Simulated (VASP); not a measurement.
Write the native input for VASP 6.6.1 that does the following.

* Task: relaxation of the atoms
* Functional: LDA
* Potentials or basis: VASP PAW LDA potentials, release 64 (Pt, Se)
* Cutoff: 520 eV
* k mesh: 10 × 10 × 8
* Occupations: gaussian, width 0.05 eV
* Spin: no spin polarisation
* Further INCAR settings: ALGO = Fast; EDIFF = 1e-06; IBRION = 2; EDIFFG = -0.02; NSW = 60

The structure of PtSe2 lies in POSCAR:

```
PtSe2
1.0
    3.7240000000      0.0000000000      0.0000000000
   -1.8620000000      3.2250786000      0.0000000000
    0.0000000000      0.0000000000      4.9810080000
Pt Se
1 2
Direct
    0.0000000000      0.0000000000      0.0000000000
    0.3333333300      0.6666666700      0.2540650400
    0.6666666700      0.3333333300      0.7459349600
```

These files were run (other wordings do the same):

INCAR

```
SYSTEM = PtSe2
PREC     = Accurate       ! precision mode
ENCUT    = 520            ! plane-wave cutoff, eV
EDIFF    = 1E-6           ! SCF threshold, eV
ISMEAR   = 0              ! smearing method
SIGMA    = 0.05           ! smearing width, eV
LREAL    = .FALSE.        ! projectors in reciprocal space
LASPH    = .TRUE.         ! aspherical terms in the spheres
NELM     = 60             ! most SCF steps
ALGO     = Fast           ! electronic algorithm
ISIF     = 2              ! what is computed and relaxed
LWAVE    = .FALSE.        ! write WAVECAR
LCHARG   = .FALSE.        ! write CHGCAR
IBRION   = 2              ! ionic algorithm
NSW      = 60             ! ionic steps
EDIFFG   = -0.02          ! ionic threshold
KPAR     = 2
```

KPOINTS

```
regular mesh
0
G
  10 10 8
  0 0 0
```

Potentials or basis: VASP PAW LDA potentials, release 64 (Pt, Se).

Launch:

```console
$ cat potpaw_LDA.64/Pt/POTCAR potpaw_LDA.64/Se/POTCAR > POTCAR
$ mpirun -np 2 vasp_std > vasp.out
```

It gave:

The energy gained by relaxing is 1.1 meV/atom. The ionic steps are 3, the pressure after relaxing is -0.8 GPa and the band gap on the k mesh is none (metal or under the smearing width).

It took 36 s on 2 MPI ranks on Intel(R) Xeon(R) 6975P-C (Granite Rapids), on a shared host, peak memory 0.21 GiB a rank.
